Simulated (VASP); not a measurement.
Computed with AM05 GGA, VASP's PBE PAW potentials (set 64) (plane waves; VASP 6.6.1).

The input files of a VASP run:

INCAR:
```
! general
SYSTEM  = CsBr
PREC    = Accurate
ENCUT   = 520
LREAL   = .FALSE.   ! projection in real space or not
LASPH   = .TRUE.   ! aspherical one-centre terms

! electronic loop
EDIFF   = 1E-7
NELM    = 100
ALGO    = Normal
LMAXMIX = 4   ! l cut-off of mixed one-centre charges

! smearing
ISMEAR  = 0
SIGMA   = 0.05

! functional
GGA     = AM   ! AM05

! ions
ISIF    = 2   ! forces and stress, cell fixed

! output
LWAVE   = .FALSE.
LCHARG  = .FALSE.
```

### KPOINTS
```
Automatic mesh
0
Gamma
6 6 6
0 0 0
```

### POSCAR
```
CsBr
4.3844060
  0.9999999648   0.0000000000   0.0000000000
  0.0000000000   0.9999999648   0.0000000000
  0.0000000000   0.0000000000   0.9999999648
Cs Br
1 1
Cartesian
  0.0000000000   0.0000000000   0.0000000000
  0.4999999824   0.4999999824   0.4999999824
```

POTCAR, in this order: Cs_sv Br (PBE.64 set). Program: vasp_std.

Output of the run:

**OUTCAR**
```
 ion  position               nearest neighbor table
   1  0.000  0.000  0.000-
   2  0.500  0.500  0.500-
  LATTYP: Found a simple cubic cell.
 ALAT       =     4.3844058456
 Subroutine PRICEL returns:
 Original cell was already a primitive cell.
 Subroutine GETGRP returns: Found 48 space group operations
The static configuration has the point symmetry O_h .
The dynamic configuration has the point symmetry O_h .
 Subroutine INISYM returns: Found 48 space group operations
 Subroutine IBZKPT returns following result:
 Found     20 irreducible k-points:

 Following reciprocal coordinates:
            Coordinates               Weight
  0.000000  0.000000  0.000000      1.000000
  0.166667  0.000000  0.000000      6.000000
  0.333333  0.000000  0.000000      6.000000
  0.500000  0.000000  0.000000      3.000000
  0.166667  0.166667  0.000000     12.000000
  0.333333  0.166667  0.000000     24.000000
  0.500000  0.166667  0.000000     12.000000
  0.333333  0.333333  0.000000     12.000000
  0.500000  0.333333  0.000000     12.000000
  0.500000  0.500000  0.000000      3.000000
  0.166667  0.166667  0.166667      8.000000
  0.333333  0.166667  0.166667     24.000000
  0.500000  0.166667  0.166667     12.000000
  0.333333  0.333333  0.166667     24.000000
  0.500000  0.333333  0.166667     24.000000
  0.500000  0.500000  0.166667      6.000000
  0.333333  0.333333  0.333333      8.000000
  0.500000  0.333333  0.333333     12.000000
  0.500000  0.500000  0.333333      6.000000
  0.500000  0.500000  0.500000      1.000000
   k-points           NKPTS =     20   k-points in BZ     NKDIM =     20   number of bands    NBANDS=     12
   number of dos      NEDOS =    301   number of ions     NIONS =      2
   total plane-waves  NPLWV =  46656
   dimension x,y,z NGX =    36 NGY =   36 NGZ =   36
...
```

OSZICAR:
```
       N       E                     dE             d eps       ncg     rms          rms(c)
DAV:   1     0.976590199358E+02    0.97659E+02   -0.66095E+03   480   0.112E+03
DAV:   2     0.125049215321E+01   -0.96409E+02   -0.90153E+02   708   0.180E+02
DAV:   3    -0.612815692781E+01   -0.73786E+01   -0.73566E+01   600   0.570E+01
DAV:   4    -0.620761983136E+01   -0.79463E-01   -0.79442E-01   556   0.699E+00
DAV:   5    -0.620829101501E+01   -0.67118E-03   -0.67112E-03   604   0.633E-01    0.176E+00
DAV:   6    -0.596914956683E+01    0.23914E+00   -0.37023E-01   556   0.302E+00    0.995E-01
DAV:   7    -0.593319771853E+01    0.35952E-01   -0.18409E-01   628   0.218E+00    0.570E-01
DAV:   8    -0.593792223285E+01   -0.47245E-02   -0.15203E-02   528   0.897E-01    0.102E-01
DAV:   9    -0.593871216521E+01   -0.78993E-03   -0.30521E-03   580   0.351E-01    0.753E-02
DAV:  10    -0.593877364622E+01   -0.61481E-04   -0.21289E-04   544   0.119E-01    0.118E-02
DAV:  11    -0.593878337972E+01   -0.97335E-05   -0.55408E-05   576   0.451E-02    0.532E-03
DAV:  12    -0.593878579106E+01   -0.24113E-05   -0.12566E-05   536   0.248E-02    0.134E-03
DAV:  13    -0.593878572841E+01    0.62650E-07   -0.30060E-07   580   0.436E-03
   1 F= -.59387857E+01 E0= -.59387857E+01  d E =-.681719E-19
```

**OUTCAR**
```
------------------------ aborting loop because EDIFF is reached ----------------------------------------
  FORCE on cell =-STRESS in cart. coord.  units (eV):
  Direction    XX          YY          ZZ          XY          YZ          ZX
  --------------------------------------------------------------------------------------
  Total       -0.1612876     -0.1612876     -0.1612876      0.0000000      0.0000000     -0.0000000
  in kB       -3.0660506     -3.0660506     -3.0660506      0.0000000      0.0000000     -0.0000000
  external PRESSURE =      -3.0660506 kB  Pullay stress =       0.0000000 kB
  volume of cell :       84.28
      direct lattice vectors                 reciprocal lattice vectors
     4.384405846  0.000000000  0.000000000     0.228081075  0.000000000  0.000000000
     0.000000000  4.384405846  0.000000000     0.000000000  0.228081075  0.000000000
     0.000000000  0.000000000  4.384405846     0.000000000  0.000000000  0.228081075
 POSITION                                       TOTAL-FORCE (eV/Angst)
 -----------------------------------------------------------------------------------
      0.00000      0.00000      0.00000         0.000000      0.000000      0.000000
      2.19220      2.19220      2.19220         0.000000      0.000000      0.000000
 -----------------------------------------------------------------------------------
    total drift:                                0.000000      0.000000      0.000000
  FREE ENERGIE OF THE ION-ELECTRON SYSTEM (eV)
  ---------------------------------------------------
  free  energy   TOTEN  =        -5.9387857284 eV

  energy  without entropy=       -5.9387857284  energy(sigma->0) =       -5.93878573
```
(Selected blocks of OUTCAR.)

The compound is CsBr in the CsCl type structure. This cell is one point of a volume scan, at 1.03 of the reference volume.
